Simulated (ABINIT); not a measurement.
A run of ABINIT 10.8.3 (patched build) is set up as follows.

run.abi

```
# Pseudopotentials
pp_dirpath "./"
pseudos "Hf.GGA_PBE-JTH.xml"

# Structure
acell 5.9328974213 5.9328974329 47.7226537343
rprim
     1.0000000000     0.0000000000     0.0000000000
    -0.5000000006     0.8660254034     0.0000000000
     0.0000000000     0.0000000000     1.0000000000
ntypat 1
znucl 72
natom 5
typat 1 1 1 1 1
xred
     0.6666666700     0.3333333300     0.2990401600
     0.3333333300     0.6666666700     0.3952349100
     0.0000000000     0.0000000000     0.5000000000
     0.6666666700     0.3333333300     0.6047650900
     0.3333333300     0.6666666700     0.7009598400
chkprim 0
chksymtnons 0
tolsym 1.0e-6

# Plane-wave basis
ecut 517.016339 eV
pawecutdg 38.0
pawxcdev 0

# k points
kptopt 1
ngkpt 10 10 1
nshiftk 1
shiftk 0.0 0.0 0.0

# Exchange and correlation
ixc 11

# Bands and occupations
nband 36
occopt 3
tsmear 0.05 eV

# SCF cycle
nstep 120
tolvrs 1.0e-9

# Output
iomode 3
prtwf 0
prteig 0
prtebands 0
enunit 2
prtden 1
prtvha 1
prtvclmb 1
prtpot 1
```

Potentials or basis: JTH PAW PBE v2.0.

The run is started by

```bash
$ mpirun --bind-to none -np 4 abinit run.abi > log 2>&1
```

Task: What does it give for the work function?

Result: 4.45 eV.

Task: Estimate the band gap on the k mesh.

Result: None (metal or under the smearing width).

Forces in eV/Å, atoms in the order of the input:
```
Hf   0.000  0.000 -0.003
Hf   0.000  0.000  0.000
Hf   0.000  0.000  0.000
Hf   0.000  0.000  0.000
Hf   0.000  0.000  0.003
```

The run has no spin-orbit coupling, so splittings on Hf are missing.
